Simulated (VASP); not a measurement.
Runs of VASP 6.6.1 on TiO2. It takes space group P4_2/mnm (No. 136, tetragonal). The conventional cell has a = 4.600 Å, b = 4.600 Å, c = 2.959 Å, α = 90.00°, β = 90.00°, γ = 90.00°. Ti (site symmetry mmm) is surrounded by 6 O at 1.95 to 1.98 Å. O (site symmetry m2m) is surrounded by 3 Ti at 1.95 to 1.98 Å. The cell is a database's computed one.

```csv
task,level,potentials or basis,cell,k mesh,cutoff (eV),smearing,ladder,GW scheme,GW iterations,cutoff of the response function,frequency points,mesh quality,gap on the mesh (eV),pressure (GPa),relaxed volume (Å³/atom),largest force (eV/Å)
relaxation of cell and atoms,PBE+TS,"VASP PAW PBE potentials, release 64 (Ti_sv, O)",relaxed,6 × 6 × 9,600,fermi-dirac 0.05 eV,-,-,-,-,-,not flagged,1.84,0.0,10.47,-
relaxation of cell and atoms,AM05,"VASP PAW PBE potentials, release 64 (Ti_sv, O)",relaxed,6 × 6 × 9,600,fermi-dirac 0.05 eV,-,-,-,-,-,not flagged,1.84,0.1,10.36,-
relaxation of cell and atoms,BLYP+D3(BJ),"VASP PAW PBE potentials, release 64 (Ti_sv, O)",relaxed,6 × 6 × 9,600,fermi-dirac 0.05 eV,-,-,-,-,-,not flagged,1.79,-0.1,10.52,-
band structure,HSE03,"VASP PAW PBE potentials, release 64 (Ti_sv, O)",as given,4 × 4 × 6,520,gaussian 0.02 eV,gaps,-,-,-,-,not flagged,(b),-2.8,-,0.16
band structure,PBE,"VASP PAW PBE potentials, release 64 (Ti_sv_GW, O_GW)",as given,6 × 6 × 9,550,fermi-dirac 0.05 eV,-,-,-,-,-,not flagged,1.86,3.2,-,0.01
relaxation of cell and atoms,optPBE-vdW,"VASP PAW PBE potentials, release 64 (Ti_sv, O)",relaxed,6 × 6 × 9,600,fermi-dirac 0.05 eV,-,-,-,-,-,not flagged,1.80,0.1,10.71,-
relaxation of cell and atoms,vdW-DF-cx,"VASP PAW PBE potentials, release 64 (Ti_sv, O)",relaxed,6 × 6 × 9,600,fermi-dirac 0.05 eV,-,-,-,-,-,not flagged,(a),0.0,10.41,-
```

Alike in all rows: no spin polarisation.

Problem. Fill in the values left out.

Solution. (a) 1.82; (b) 3.07.

Caveats: an odd mesh through Γ misses points on the zone boundary, where band edges often lie (some runs); the PAW data sets were made with another functional, which shifts forces and pressure a little (some runs).

Not every run made on this cell is shown here.
